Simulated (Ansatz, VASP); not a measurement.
# Ag: VASP beside Ansatz

```
Ag
1.0
     2.86416    0.00000    0.00000
    -1.43208    2.48044    0.00000
     0.00000    0.00000    4.70027
Ag
2
Direct
  0.33333 0.66667 0.25000
  0.66667 0.33333 0.75000
```

Alike in both runs: functional PBEsol; k mesh 18 × 18 × 10; occupations fermi-dirac, width 0.15 eV; no spin polarisation.

Ansatz relaxed the structure, and its values are those at the end. VASP's run is a single point on that final structure, the one shown.

|  | VASP | Ansatz |
| --- | --- | --- |
| version | VASP 6.6.1 | Ansatz 0.2.0 |
| potentials or method | VASP PAW PBE potentials, release 64 (Ag) | scalar-relativistic, plane waves, PAW |
| plane-wave cutoff (eV) | 520 | 420 |
| valence electrons in the cell | 22 | 38 |

|  | VASP | Ansatz | Ansatz less VASP |
| --- | --- | --- | --- |
| gap on the k mesh at the Fermi level (eV) | none | none | - |
| pressure (GPa) | -0.3 | 0.0 | +0.30 |

A gap of «none» marks a metal or a gap that the smearing closes. The two sets of potentials don't hold the same shells in valence.

Caveats: the PAW data sets were made with another functional, which shifts forces and pressure a little (VASP).
